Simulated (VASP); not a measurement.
# In: nudged elastic band

In, defect, 15 atoms in the cell. PBE, nudged elastic band; PAW potentials In_d (PBE set).

Path: a In atom hops into a neighbouring In vacancy; Moving images: 1.

## Input

INCAR.step1:
```
ALGO     = Normal         # electronic algorithm
EDIFF    = 1E-6           # SCF threshold, eV
EDIFFG   = -0.02          # ionic threshold
ENCUT    = 250            # plane-wave cutoff, eV
IBRION   = 2              # ionic algorithm
ISIF     = 2              # what is computed and relaxed
ISMEAR   = 1              # smearing method
KPAR     = 8            
LASPH    = T              # aspherical terms in the spheres
LCHARG   = F              # write CHGCAR
LREAL    = F              # projectors in reciprocal space
LWAVE    = F              # write WAVECAR
NELM     = 100            # most SCF steps
NSW      = 100            # ionic steps
POTIM    = 0.5            # step
PREC     = Normal         # precision mode
SIGMA    = 0.1            # smearing width, eV
```

INCAR.step3, as INCAR.step1 but for:
```
- EDIFFG = -0.02
- IBRION = 2
- ISIF = 2
- NSW = 100
- POTIM = 0.5
+ EDIFFG = -0.05
+ IBRION = 1
+ IMAGES = 1
+ NSW = 200
+ POTIM = 0.3
+ SPRING = -5
```

KPOINTS:
```
k-points
0
Gamma
  4 4 4
```

00/POSCAR:
```
In
1.0
   -3.2509400000      3.2509400000      4.9474000000
    3.2509400000     -3.2509400000      4.9474000000
    6.5018800000      6.5018800000     -9.8948000000
In
15
Direct
    0.0020735617      0.0020735617      0.2455993054
    1.0000000000      1.0000000000      0.5000000000
    0.9979264383      0.9979264383      0.7544006946
    1.0000000000      0.5000000000      1.0000000000
    0.0029923028      0.4865818173      0.2447870600
    1.0000000000      0.5000000000      0.5000000000
    0.9970076972      0.5134181827      0.7552129400
    0.5000000000      0.0000000000      1.0000000000
    0.4865818173      0.0029923028      0.2447870600
    0.5000000000      0.0000000000      0.5000000000
    0.5134181827      0.9970076972      0.7552129400
    0.5000000000      0.5000000000      1.0000000000
    0.4891250491      0.4891250491      0.2455993054
    0.5000000000      0.5000000000      0.5000000000
    0.5108749509      0.5108749509      0.7544006946
```

01/POSCAR:
```
In
1.0
   -3.2509400000      3.2509400000      4.9474000000
    3.2509400000     -3.2509400000      4.9474000000
    6.5018800000      6.5018800000     -9.8948000000
In
15
Direct
    0.0010367809      0.0177034475      0.2561329860
    1.0014955511      1.0099565585      0.5057260548
    0.9989632191      1.0156298858      0.7605336806
    0.9989637173      0.5156303840      1.0105343127
    0.0000006002      0.2666676835      0.1333341419
    1.0010362827      0.5177029493      0.5061323540
    0.9985038486      0.5233757580      0.7609398033
    0.5054382414      0.0221049081      1.0105343127
    0.4932909086      0.0181628181      0.2557268634
    0.4945617586      0.0112284253      0.5061323540
    0.5067090914      1.0151705153      0.7609398033
    0.5067101082      0.5151711155      1.0109406119
    0.4945625246      0.5112291912      0.2561329860
    0.4932898918      0.5181622178      0.5057260548
    0.5054374754      0.5221041421      0.7605336806
```

02/POSCAR:
```
In
1.0
   -3.2509400000      3.2509400000      4.9474000000
    3.2509400000     -3.2509400000      4.9474000000
    6.5018800000      6.5018800000     -9.8948000000
In
15
Direct
    0.0000000000      0.0333333333      0.2666666667
    1.0029911023      1.0199131169      0.5114521096
    1.0000000000      1.0333333333      0.7666666667
    0.9979274347      0.5312607680      1.0210686254
   -0.0029911023      0.0467535497      0.0218812237
    1.0020725653      0.5354058987      0.5122647079
    1.0000000000      0.5333333333      0.7666666667
    0.5108764828      0.0442098161      1.0210686254
    0.5000000000      0.0333333333      0.2666666667
    0.4891235172      0.0224568505      0.5122647079
    0.5000000000      1.0333333333      0.7666666667
    0.5134202164      0.5303422310      1.0218812237
    0.5000000000      0.5333333333      0.2666666667
    0.4865797836      0.5363244356      0.5114521096
    0.5000000000      0.5333333333      0.7666666667
```

POSCAR.step1:
```
In
1.0
   -3.2509400000      3.2509400000      4.9474000000
    3.2509400000     -3.2509400000      4.9474000000
    6.5018800000      6.5018800000     -9.8948000000
In
15
Direct
    0.0000000000      0.0000000000      0.2500000000
    0.0000000000      0.0000000000      0.5000000000
    0.0000000000      0.0000000000      0.7500000000
    0.0000000000      0.5000000000      0.0000000000
    0.0000000000      0.5000000000      0.2500000000
    0.0000000000      0.5000000000      0.5000000000
    0.0000000000      0.5000000000      0.7500000000
    0.5000000000      0.0000000000      0.0000000000
    0.5000000000      0.0000000000      0.2500000000
    0.5000000000      0.0000000000      0.5000000000
    0.5000000000      0.0000000000      0.7500000000
    0.5000000000      0.5000000000      0.0000000000
    0.5000000000      0.5000000000      0.2500000000
    0.5000000000      0.5000000000      0.5000000000
    0.5000000000      0.5000000000      0.7500000000
```

POSCAR.step2:
```
In
1.0
   -3.2509400000      3.2509400000      4.9474000000
    3.2509400000     -3.2509400000      4.9474000000
    6.5018800000      6.5018800000     -9.8948000000
In
15
Direct
    0.0000000000      0.0000000000      0.2500000000
    0.0000000000      0.0000000000      0.5000000000
    0.0000000000      0.0000000000      0.7500000000
    0.0000000000      0.5000000000      0.0000000000
    0.0000000000      0.0000000000      0.0000000000
    0.0000000000      0.5000000000      0.5000000000
    0.0000000000      0.5000000000      0.7500000000
    0.5000000000      0.0000000000      0.0000000000
    0.5000000000      0.0000000000      0.2500000000
    0.5000000000      0.0000000000      0.5000000000
    0.5000000000      0.0000000000      0.7500000000
    0.5000000000      0.5000000000      0.0000000000
    0.5000000000      0.5000000000      0.2500000000
    0.5000000000      0.5000000000      0.5000000000
    0.5000000000      0.5000000000      0.7500000000
```

Commands (each step's output is kept before the next begins):
```
cat potpaw_PBE.64/In_d/POTCAR > POTCAR
cp INCAR.step1 INCAR
cp POSCAR.step1 POSCAR
mpirun -np 8 vasp_std > vasp.out
cp POSCAR.step2 POSCAR
mpirun -np 8 vasp_std > vasp.out
# 00 and 02 hold the relaxed ends, the second shifted as a whole so that the mean position stays; the images between are interpolated (pair-distance (IDPP))
cp INCAR.step3 INCAR
mpirun -np 8 vasp_std > vasp.out
```

## Result

- Barrier (eV): 0.100
- Barrier of the reverse step (eV): 0.100
- Energy of the second end over the first (eV): 0.000
- Top of the path (share of its length): 0.50
- Length of the path (Å): 3.22
- Steps of the band: 12
- Ionic steps, all stages: 28
- Electronic steps, all stages: 243

Energy along the relaxed band:

| Image | Distance along the path (Å) | Energy above the first end (eV) | Slope along the path (eV/Å) | Largest force across the path (eV/Å) |
|---|---|---|---|---|
| 0 | 0.000 | 0.000 | relaxed end |  |
| 1 | 1.612 | 0.100 | -0.000 | 0.044 |
| 2 | 3.225 | 0.000 | relaxed end |  |

The cell is In (16 atoms) with one In atom missing.

The two ends have the same energy within 0.01 eV.

Limits: the cell holds 15 atoms, so the vacancy or interstitial meets its own images and the barrier isn't that of a lone defect; the atom stays on the straight, symmetric line between the sites, so the barrier is an upper bound: a way around it wasn't tried; a single image in the middle can't show two humps with a dip between them, and says nothing of the springs.

VASP 6.6.1 took 464 s on 8 cores (AMD EPYC 9R45 (Zen 5)), a shared host.
